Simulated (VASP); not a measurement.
C:

```
C
1.0
     2.11521   -4.35931    0.00000
     2.11521    4.35931    0.00000
     0.00000    0.00000    2.49960
C
8
Direct
  0.22637 0.40473 0.50000
  0.77363 0.59527 0.50000
  0.59527 0.77363 0.50000
  0.40473 0.22637 0.50000
  0.98139 0.64822 0.00000
  0.01861 0.35178 0.00000
  0.35178 0.01861 0.00000
  0.64822 0.98139 0.00000
```

This isn't the form of C at room conditions, which is graphite.

- Program: VASP 6.6.1
- Task: single point
- Functional: PBE
- Potentials or basis: VASP PAW PBE potentials, release 64 (C)
- Cutoff: 520 eV
- k mesh: 7 × 7 × 11
- Occupations: fermi-dirac, width 0.05 eV
- Spin: no spin polarisation

On this cell: pressure 7.7 GPa; largest force 0.051 eV/Å; band gap on the k mesh 3.50 eV, indirect (least direct gap 5.01 eV).

The same run follows on a disturbed copy (atoms moved at random, drawn with an rms of 0.05 Å):

```
C
1.0
     2.11521   -4.35931    0.00000
     2.11521    4.35931    0.00000
     0.00000    0.00000    2.49960
C
8
Direct
  0.21201 0.39855 0.48374
  0.77477 0.58785 0.49256
  0.59608 0.76530 0.51670
  0.41761 0.22719 0.50323
  0.96541 0.64531 0.00695
  0.01171 0.35013 0.97346
  0.35044 0.01303 0.98946
  0.64160 0.97699 0.98521
```

Problem. What does the disturbed cell give?

Solution. The energy moves by +70.2 meV/atom; pressure 10.4 GPa; largest force 4.322 eV/Å; band gap on the k mesh 3.04 eV, indirect (least direct gap 4.33 eV).

Forces in eV/Å, atoms in the order of the input:
```
C    1.407 -1.892  0.076
C   -0.458  2.716  1.968
C   -0.358  1.395 -2.892
C   -2.182  1.841 -1.438
C    2.096 -3.072 -2.203
C   -0.450 -0.031  1.549
C   -0.047  0.365  1.156
C   -0.008 -1.321  1.783
```

Stress tensor (GPa, compression positive):
```
10.21 -1.69 -2.17
-1.69  8.13  1.78
-2.17  1.78 12.93
```

Caveats: an odd mesh through Γ misses points on the zone boundary, where band edges often lie.
